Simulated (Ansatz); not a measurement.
**Molecular dynamics of Li**

input.yaml

```yaml
accuracy: low
crystal:
  lattice:
    - [6.98, 0.0, 0.0]
    - [0.0, 6.98, 0.0]
    - [0.0, 0.0, 6.98]
  atoms:
    - { symbol: Li, position: [-0.06160901, 0.18993582, -0.08130937] }
    - { symbol: Li, position: [0.64621509, -0.07963632, -0.0051692] }
    - { symbol: Li, position: [0.11264022, 0.58432656, 0.18680097] }
    - { symbol: Li, position: [0.04445702, 0.03935224, 0.36390814] }
    - { symbol: Li, position: [0.35997245, 0.29382586, 0.28576874] }
    - { symbol: Li, position: [0.57271736, 0.50143461, -0.03515554] }
    - { symbol: Li, position: [0.67972894, -0.05187888, 0.47924825] }
    - { symbol: Li, position: [0.72726258, 0.29410589, 0.25847324] }
    - { symbol: Li, position: [0.00985872, 0.47155987, 0.55038619] }
    - { symbol: Li, position: [0.29949885, 0.79304847, 0.32798225] }
    - { symbol: Li, position: [0.30444802, 0.23908182, 0.76809342] }
    - { symbol: Li, position: [0.4466435, 0.49966578, 0.56048429] }
    - { symbol: Li, position: [0.6887643, 0.6989386, 0.20631667] }
    - { symbol: Li, position: [0.72388172, 0.20905761, 0.671471] }
    - { symbol: Li, position: [0.17267042, 0.76756607, 0.8690383] }
    - { symbol: Li, position: [0.75556939, 0.69548442, 0.68768823] }
basis:
  ecutwfc: 420.0
kpoints:
  mp_grid: { grid: [3, 3, 3] }
hamiltonian:
  xc: pbe
scf:
  occupations: { method: fermi_dirac, width: 0.16 }
  lower_state_search: "off"
md:
  timestep: 1
  n_steps: 129
  ensemble: nvt_langevin
  temperature: 1440.0
  initial_velocities: maxwell_boltzmann
  seed: 410131
  friction: 0.02
  temperature_schedule:
    - { n_steps: 97, end_temperature: 300.0 }
    - { n_steps: 32, end_temperature: 300.0 }
```

Run as:

```bash
$ ansatz run input.yaml --threads 1 --pin off --max-ram 3072MiB --backend cpu --events-out ev --progress --plain --runs-dir out
```

It goes on from the last frame of an earlier run, with new velocities.

Output, in part (step lines):

```
md step     0: t =     0.00 fs  T =  1350.0 K (target 1440.0 K)  F+E_penalty+E_count = -3271.56705061 eV  E_kin = 2.792016 eV  (7 SCF iters)
md step     1: t =     1.00 fs  T =  1319.4 K (target 1434.1 K)  F+E_penalty+E_count = -3271.58332845 eV  E_kin = 2.728707 eV  (6 SCF iters)
md step     2: t =     2.00 fs  T =  1409.4 K (target 1422.4 K)  F+E_penalty+E_count = -3271.60480013 eV  E_kin = 2.914815 eV  (6 SCF iters)
md step     3: t =     3.00 fs  T =  1419.1 K (target 1410.6 K)  F+E_penalty+E_count = -3271.63087383 eV  E_kin = 2.934965 eV  (6 SCF iters)
md step     4: t =     4.00 fs  T =  1409.4 K (target 1398.9 K)  F+E_penalty+E_count = -3271.66390366 eV  E_kin = 2.914957 eV  (6 SCF iters)
md step     5: t =     5.00 fs  T =  1371.3 K (target 1387.1 K)  F+E_penalty+E_count = -3271.69919011 eV  E_kin = 2.836038 eV  (5 SCF iters)
md step     6: t =     6.00 fs  T =  1425.8 K (target 1375.4 K)  F+E_penalty+E_count = -3271.73449283 eV  E_kin = 2.948883 eV  (5 SCF iters)
md step     7: t =     7.00 fs  T =  1407.3 K (target 1363.6 K)  F+E_penalty+E_count = -3271.76960558 eV  E_kin = 2.910525 eV  (5 SCF iters)
[... lines left out ...]
md step   128: t =   128.00 fs  T =   612.9 K (target 300.0 K)  F+E_penalty+E_count = -3272.73888020 eV  E_kin = 1.267622 eV  (4 SCF iters)
md step   129: t =   129.00 fs  T =   614.5 K (target 300.0 K)  F+E_penalty+E_count = -3272.73972040 eV  E_kin = 1.270832 eV  (6 SCF iters)
```

The steps, from the saved trajectory:

```tsv
time (fs)	T (K)	potential energy less start (eV)
0.0	1350	0.000
4.0	1409	-0.097
8.0	1466	-0.240
12.0	1427	-0.364
16.0	1365	-0.505
20.0	1218	-0.640
24.0	1185	-0.807
28.0	1257	-0.947
32.0	1174	-1.024
36.0	1140	-1.033
40.0	1046	-0.997
44.0	921	-0.963
48.0	891	-0.935
52.0	752	-0.911
56.0	672	-0.853
60.0	869	-0.873
64.0	900	-0.887
68.0	855	-0.900
72.0	728	-0.935
76.0	803	-0.988
80.0	806	-1.008
84.0	782	-0.983
88.0	682	-0.948
92.0	659	-0.909
96.0	504	-0.857
100.0	503	-0.844
104.0	541	-0.872
108.0	556	-0.919
112.0	553	-0.986
116.0	549	-1.064
120.0	526	-1.107
124.0	597	-1.153
128.0	613	-1.172
```

All steps were run. The schedule's set-point averaged 395 K over the second half and the system 652 K, so it lags behind the ramp. A run of 0.13 ps of so small a system gives no equilibrium averages. Limits of this set-up: coarse k mesh, low accuracy level.

Mean squared displacements from the first frame to the last, about the centre of mass: Li 0.61 Å².

Last frame:

```xyz
16
Lattice="6.9800 0.0000 0.0000 0.0000 6.9800 0.0000 0.0000 0.0000 6.9800" Properties=species:S:1:pos:R:3
Li -0.268 0.474 -0.821
Li 4.458 -0.633 -0.012
Li 0.517 3.942 1.130
Li -0.194 -0.650 2.473
Li 2.567 1.554 2.193
Li 3.401 3.467 0.080
Li 3.894 -0.182 4.094
Li 5.611 2.161 1.261
Li 0.415 2.701 3.681
Li 2.110 5.953 1.589
Li 1.939 1.642 5.928
Li 2.310 4.489 4.084
Li 4.317 4.557 2.486
Li 5.184 2.216 5.178
Li 1.161 5.153 5.961
Li 5.402 4.784 5.220
```

Run time: 23 min on 1 thread of Arm Neoverse V1 (shared host), peak memory 0.57 GiB.
